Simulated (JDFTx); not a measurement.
Runs of JDFTx 1.7.0 (patched build) on Sr. It takes space group Fm-3m (No. 225, cubic). The conventional cell has a = 6.085 Å, b = 6.085 Å, c = 6.085 Å, α = 90.00°, β = 90.00°, γ = 90.00°. Sr (site symmetry m-3m) is surrounded by 12 Sr at 4.30 Å. 

```tsv
task	level	potentials or basis	cell	smearing	further solve for the empty bands	gap on the mesh (eV)	pressure (GPa)
single point	LDA	PseudoDojo-SR-LDA-0.4.1-standard with smoothed tails	as given	gaussian 0.02 eV	yes	none	(a)
single point	PBEsol	PseudoDojo-SR-PBEsol-0.4.1-standard with smoothed tails	as given	gaussian 0.05 eV	yes	none	-1.0
single point	PBEsol	PseudoDojo-SR-PBEsol-0.4.1-standard with smoothed tails	as given	fermi-dirac 0.05 eV	yes	none	-0.9
single point	PBEsol	PseudoDojo-SR-PBEsol-0.4.1-standard with smoothed tails	cell strained at random at fixed volume	fermi-dirac 0.05 eV	yes	none	-0.9
```

Alike in all rows: no spin polarisation; k mesh 8 × 8 × 8; cutoff (eV) 925.

Task: Estimate the missing entries.

Result: (a) -1.6.

Caveats: the empty levels aren't tightly converged.

A k mesh can miss the band edges, and the runs leave out spin-orbit coupling on Sr.

A gap of «none» marks a metal or a gap under the smearing width.
